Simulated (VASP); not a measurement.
**Input and output of a VASP PBE single-point calculation on BaHfO3 (strained cubic perovskite)**

INCAR

```
PREC = Accurate
EDIFF = 1E-7
LELF = .TRUE.
SIGMA = 0.02
ISMEAR = -1
GGA = PE
NELM = 120
ENCUT = 520
LWAVE = .FALSE.
NBANDS = 27
LASPH = .TRUE.
ISIF = 2
IBRION = -1
LCHARG = .TRUE.
LREAL = .FALSE.
NSW = 0
```

KPOINTS

```
KPOINTS created by Atomic Simulation Environment
0
Gamma
6 6 6
0 0 0
```

KPOINTS_OPT

```
special points
4
Reciprocal
0.0000000000 0.0000000000 0.0000000000 1
0.0000000000 0.5000000000 0.0000000000 1
0.5000000000 0.5000000000 0.0000000000 1
0.5000000000 0.5000000000 0.5000000000 1
```

POSCAR

```
Ba Hf O
 1.0000000000000000
     4.3441411216999999    0.0000000000000000    0.0000000000000000
     0.0000000000000000    4.3441411216999999    0.0000000000000000
     0.0000000000000000    0.0000000000000000    4.1020761458999999
 Ba  Hf  O
   1   1   3
Cartesian
  0.0000000000000000  0.0000000000000000  0.0000000000000000
  2.1720705608499999  2.1720705608499999  2.0510380729500000
  2.1720705608499999  2.1720705608499999  0.0000000000000000
  2.1720705608499999  0.0000000000000000  2.0510380729500000
  0.0000000000000000  2.1720705608499999  2.0510380729500000
```

VASP ran with the recommended PBE PAW datasets (38 valence electrons in the cell).

Command

```
mpirun -np 1 vasp_std
```

OSZICAR

```
N       E                     dE             d eps       ncg     rms          rms(c)
DAV:   1     0.218802104393E+03    0.21880E+03   -0.20676E+04  2160   0.135E+03
DAV:   2    -0.377180492080E+02   -0.25652E+03   -0.24846E+03  2703   0.314E+02
DAV:   3    -0.503677851143E+02   -0.12650E+02   -0.12595E+02  2857   0.658E+01
DAV:   4    -0.505760327712E+02   -0.20825E+00   -0.20801E+00  3001   0.785E+00
DAV:   5    -0.505813024759E+02   -0.52697E-02   -0.52694E-02  2839   0.815E-01    0.526E+01
DAV:   6    -0.436341968724E+02    0.69471E+01   -0.35604E+01  2457   0.319E+01    0.469E+01
DAV:   7    -0.434331054214E+02    0.20109E+00   -0.20670E+00  2755   0.857E+00    0.322E+01
DAV:   8    -0.434193699228E+02    0.13735E-01   -0.51024E-01  2524   0.525E+00    0.892E+00
DAV:   9    -0.433877548134E+02    0.31615E-01   -0.10600E-01  2489   0.215E+00    0.207E+00
DAV:  10    -0.433878048559E+02   -0.50043E-04   -0.70852E-03  2844   0.506E-01    0.222E-01
DAV:  11    -0.433878404258E+02   -0.35570E-04   -0.36221E-04  2596   0.115E-01    0.494E-02
DAV:  12    -0.433879023912E+02   -0.61965E-04   -0.62858E-05  2488   0.559E-02    0.621E-02
DAV:  13    -0.433879075336E+02   -0.51423E-05   -0.13386E-05  3181   0.223E-02    0.705E-03
DAV:  14    -0.433879080996E+02   -0.56602E-06   -0.29929E-06  2680   0.114E-02    0.685E-03
DAV:  15    -0.433879080705E+02    0.29112E-07   -0.64942E-07  2686   0.554E-03
   1 F= -.43387908E+02 E0= -.43387908E+02  d E =-.900172E-13
       N       E                     dE             ncg
DAV:   1     0.266649525641E+04   -0.39108E+04      216
DAV:   2     0.167777422079E+04   -0.98872E+03      269
DAV:   3     0.162203292112E+04   -0.55741E+02      277
DAV:   4     0.162090670260E+04   -0.11262E+01      277
DAV:   5     0.162087743020E+04   -0.29272E-01      293
DAV:   6     0.162087626765E+04   -0.11625E-02      304
DAV:   7     0.162087623739E+04   -0.30258E-04      285
DAV:   8     0.162087623605E+04   -0.13405E-05      216
DAV:   9     0.162087623599E+04   -0.64919E-07      216
```

From OUTCAR

```
k-points           NKPTS =     40   k-points in BZ     NKDIM =     40   number of bands    NBANDS=     27

   NELECT =      38.0000    total number of electrons

   dimension x,y,z NGX =    32 NGY =   32 NGZ =   32
   dimension x,y,z NGXF=    64 NGYF=   64 NGZF=   64

  energy-cutoff  :      520.00
  volume of cell :       77.41
      direct lattice vectors                 reciprocal lattice vectors
     4.344141122  0.000000000  0.000000000     0.230195100  0.000000000  0.000000000
     0.000000000  4.344141122  0.000000000     0.000000000  0.230195100  0.000000000
     0.000000000  0.000000000  4.102076146     0.000000000  0.000000000  0.243778995

 k-points in reciprocal lattice and weights: KPOINTS created by Atomic Simulation Env
   0.00000000  0.00000000  0.00000000       0.005
   0.16666667  0.00000000  0.00000000       0.019
   0.33333333  0.00000000  0.00000000       0.019
   0.50000000  0.00000000  0.00000000       0.009
   0.16666667  0.16666667  0.00000000       0.019
   0.33333333  0.16666667  0.00000000       0.037
   0.50000000  0.16666667  0.00000000       0.019
   0.33333333  0.33333333  0.00000000       0.019
   ...

 E-fermi :   2.6491

 k-point     1 :       0.0000    0.0000    0.0000
  band No.  band energies     occupation
      1     -27.0375      2.00000
      2     -27.0206      2.00000
      3     -27.0206      2.00000
      4     -23.3526      2.00000
      5     -14.5517      2.00000
      6     -13.9324      2.00000
      7     -13.7599      2.00000
      8      -8.5169      2.00000
      9      -8.5169      2.00000
     10      -8.4017      2.00000
     11       0.2523      2.00000
     12       0.2523      2.00000
     13       0.5440      2.00000
     14       1.1627      2.00000
     15       1.1627      2.00000
     16       1.3368      2.00000
     17       1.8005      2.00000
     18       1.8005      2.00000
     19       1.8938      2.00000
     20       5.3663      0.00000
     21       5.6606      0.00000
     22       5.6606      0.00000
     23       6.4896      0.00000
     24       6.9364      0.00000
     25       7.2786      0.00000
     26       9.5523      0.00000
     27      10.3716      0.00000

 k-point     2 :       0.1667    0.0000    0.0000
  band No.  band energies     occupation
      1     -27.0395      2.00000
      2     -27.0370      2.00000
      3     -27.0200      2.00000
      4     -23.3416      2.00000
      5     -14.5599      2.00000
      6     -13.8964      2.00000
      7     -13.6924      2.00000
      8      -8.5044      2.00000
      9      -8.4640      2.00000
     10      -8.3879      2.00000
     11      -0.1170      2.00000
     12       0.1814      2.00000
     13       0.5009      2.00000
     14       0.9673      2.00000
     15       0.9965      2.00000
     16       1.1329      2.00000
     17       1.2330      2.00000
     18       1.6978      2.00000
     19       1.7930      2.00000
     20       5.7550      0.00000
     21       5.9177      0.00000
     22       6.1825      0.00000
     23       6.8572      0.00000
     24       7.3153      0.00000
     25       7.8744      0.00000
     26       9.9385      0.00000
     27      10.1955      0.00000

 k-point     3 :       0.3333    0.0000    0.0000
  band No.  band energies     occupation
      1     -27.0768      2.00000
      2     -27.0359      2.00000
      3     -27.0189      2.00000
      4     -23.3196      2.00000
      5     -14.6008      2.00000
      6     -13.8916      2.00000
      7     -13.4471      2.00000
      8      -8.4790      2.00000
      9      -8.3601      2.00000
     10      -8.3592      2.00000
     11      -1.0148      2.00000
     12       0.0146      2.00000
     13       0.3863      2.00000
     14       0.4887      2.00000
     15       0.7226      2.00000
     16       0.7282      2.00000
     17       0.8094      2.00000
     18       1.5644      2.00000
     19       1.6389      2.00000
     20       5.9717      0.00000
     21       7.0719      0.00000
     22       7.2558      0.00000
     23       7.6348      0.00000
     24       8.0981      0.00000
     25       9.0183      0.00000
     26       9.6454      0.00000
     27      10.3017      0.00000

 k-point     4 :       0.5000    0.0000    0.0000
  band No.  band energies     occupation
      1     -27.0953      2.00000
      2     -27.0354      2.00000
      3     -27.0183      2.00000
      4     -23.3085      2.00000
      5     -14.6286      2.00000
      6     -13.8960      2.00000
      7     -13.2992      2.00000
      8      -8.4662      2.00000
      9      -8.3460      2.00000
     10      -8.3071      2.00000
     11      -1.4890      2.00000
     12      -0.0785      2.00000
     13       0.2732      2.00000
     14       0.3106      2.00000
     15       0.5786      2.00000
     16       0.6219      2.00000
     17       0.6861      2.00000
     18       1.5153      2.00000
     19       1.5764      2.00000
     20       6.0996      0.00000
     21       7.7887      0.00000
     22       7.8767      0.00000
     23       8.0610      0.00000
     24       8.5317      0.00000
     25       9.3658      0.00000
     26       9.4739      0.00000
     27      10.0007      0.00000

 k-point     5 :       0.1667    0.1667    0.0000
  band No.  band energies     occupation
      1     -27.0394      2.00000
      2     -27.0380      2.00000
      3     -27.0365      2.00000
      4     -23.3321      2.00000
      5     -14.5500      2.00000
      6     -13.8150      2.00000
      7     -13.6818      2.00000
      8      -8.5060      2.00000
      9      -8.4236      2.00000
     10      -8.3726      2.00000
     11      -0.3257      2.00000
     12       0.0102      2.00000
     13       0.4624      2.00000
     14       0.5064      2.00000
     15       0.9504      2.00000
     16       0.9624      2.00000
     17       1.1011      2.00000
     18       1.5376      2.00000
     19       1.6680      2.00000
     20       6.2066      0.00000
     21       6.2463      0.00000
     22       6.2760      0.00000
     23       7.2896      0.00000
     24       7.7179      0.00000
     25       8.3678      0.00000
     26      10.1244      0.00000
     27      10.4737      0.00000

 k-point     6 :       0.3333    0.1667    0.0000
  band No.  band energies     occupation
      1     -27.0757      2.00000
      2     -27.0371      2.00000
      3     -27.0354      2.00000
      4     -23.3131      2.00000
      5     -14.5567      2.00000
      6     -13.7902      2.00000
      7     -13.4780      2.00000
      8      -8.4838      2.00000
      9      -8.3696      2.00000
     10      -8.3417      2.00000
     11      -1.0772      2.00000
     12      -0.2385      2.00000
     13      -0.0620      2.00000
     14       0.3530      2.00000
     15       0.6222      2.00000
     16       0.6497      2.00000
     17       1.0704      2.00000
     18       1.4414      2.00000
     19       1.4828      2.00000
     20       6.4404      0.00000
     21       7.0643      0.00000
     22       7.2899      0.00000
     23       8.0892      0.00000
     24       8.5392      0.00000
     25       9.3001      0.00000
     26       9.8760      0.00000
     27      10.3301      0.00000

 k-point     7 :       0.5000    0.1667    0.0000
  band No.  band energies     occupation
      1     -27.0939      2.00000
      2     -27.0364      2.00000
      3     -27.0349      2.00000
      4     -23.3036      2.00000
      5     -14.5691      2.00000
      6     -13.8003      2.00000
      7     -13.3341      2.00000
      8      -8.4673      2.00000
      9      -8.3483      2.00000
     10      -8.3260      2.00000
     11      -1.5344      2.00000
     12      -0.3641      2.00000
     13      -0.2369      2.00000
     14       0.2741      2.00000
     15       0.5362      2.00000
     16       0.5404      2.00000
     17       1.0747      2.00000
     18       1.3515      2.00000
     19       1.4109      2.00000
     20       6.5438      0.00000
     21       7.7153      0.00000
     22       7.8508      0.00000
     23       8.4996      0.00000
     24       8.9896      0.00000
     25       9.3774      0.00000
     26       9.8005      0.00000
     27      10.4886      0.00000

 ...

  Total       -4.5611439     -4.5611439      1.2882569      0.0000000     -0.0000000      0.0000000
  in kB      -94.4001718    -94.4001718     26.6625373      0.0000000     -0.0000000      0.0000000
  external PRESSURE =     -54.0459354 kB  Pullay stress =       0.0000000 kB

 POSITION                                       TOTAL-FORCE (eV/Angst)
 -----------------------------------------------------------------------------------
      0.00000      0.00000      0.00000         0.000000      0.000000      0.000000
      2.17207      2.17207      2.05104         0.000000      0.000000      0.000000
      2.17207      2.17207      0.00000         0.000000      0.000000      0.000000
      2.17207      0.00000      2.05104         0.000000      0.000000      0.000000
      0.00000      2.17207      2.05104         0.000000      0.000000      0.000000
 -----------------------------------------------------------------------------------
    total drift:                                0.000000     -0.000000     -0.000000

  FREE ENERGIE OF THE ION-ELECTRON SYSTEM (eV)
  ---------------------------------------------------
  free  energy   TOTEN  =       -43.3879080705 eV

  energy  without entropy=      -43.3879080705  energy(sigma->0) =      -43.38790807
```

```yaml
gap_between_bands_v_and_c: 3.24 eV
least_direct_gap: 3.47 eV
pressure: -5.4 GPa
```

Band v is the last that the valence electrons fill when counted band by band, and c is the next.

The run took about 53 s on one core of a shared host (Intel Xeon Platinum 8488C) and held 0.26 GiB at most.
